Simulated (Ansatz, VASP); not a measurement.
# One calculation of MgS, two programs

```
Mg S
1.0
     0.00000    2.70572    2.80978
     2.70572    0.00000    2.80978
     2.70572    2.70572    0.00000
Mg S
1 1
Direct
  0.00000 0.00000 0.00000
  0.50000 0.50000 0.50000
```

Change from the starting cell: strain +0.040 along x and y, +0.080 along z, atoms carried along.

Alike in both runs: task single point; functional PBE; k mesh 8 × 8 × 8; occupations gaussian, width 0.05 eV; no spin polarisation.

```csv
,VASP,Ansatz
version,VASP 6.6.1,Ansatz 0.2.0
potentials or method,"VASP PAW PBE potentials, release 64 (Mg, S)","scalar-relativistic, plane waves, PAW"
plane-wave cutoff (eV),520,420
valence electrons in the cell,8,16
```

|  | VASP | Ansatz | Ansatz less VASP |
| --- | --- | --- | --- |
| gap on the k mesh at the Fermi level (eV) | 2.29 | 2.31 | +0.021 |
| least direct gap on the mesh (eV) | 2.51 | 2.52 | +0.015 |
| pressure (GPa) | -7.9 | -7.6 | +0.23 |
| largest component of the traceless stress (GPa) | 0.78 | 0.80 | +0.019 |

The two sets of potentials don't hold the same shells in valence.

A k mesh can miss the band edges.
